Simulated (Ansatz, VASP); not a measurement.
# BeTe: VASP beside Ansatz

```
Te Be
1.0
     0.00000    2.77000    2.77000
     2.77000    0.00000    2.77000
     2.77000    2.77000    0.00000
Te Be
1 1
Cartesian
  4.1550 4.1550 4.1550
  0.0000 0.0000 0.0000
```

Alike in both runs: task band structure; functional BLYP; k mesh 8 × 8 × 8; occupations fermi-dirac, width 0.05 eV; no spin polarisation.

|  | VASP | Ansatz |
| --- | --- | --- |
| version | VASP 6.6.1 | Ansatz 0.2.0 |
| potentials or method | VASP PAW PBE potentials, release 64 (Te, Be) | Ansatz PAW |
| plane-wave cutoff (eV) | 520 | 420 |
| valence electrons in the cell | 8 | 18 |

VASP gave:

```
gap on the k mesh at the Fermi level (eV) : 2.13
least direct gap on the mesh (eV)         : 3.68
gap along the band path (eV)              : 2.13
pressure (GPa)                            : 7.4
```

Question: What did Ansatz give for the same quantities?

Answer: gap on the k mesh at the Fermi level (eV): 2.14; least direct gap on the mesh (eV): 3.71; gap along the band path (eV): 2.14; pressure (GPa): 7.1.

The two sets of potentials don't hold the same shells in valence.

Caveats: spin-orbit coupling is left out, which moves the levels of the heavy elements; the PAW data sets were made with another functional, which shifts forces and pressure a little (VASP); the PAW data sets come from PBE, with cores solved anew for the run's functional, which leaves a small shift of forces and pressure (Ansatz).
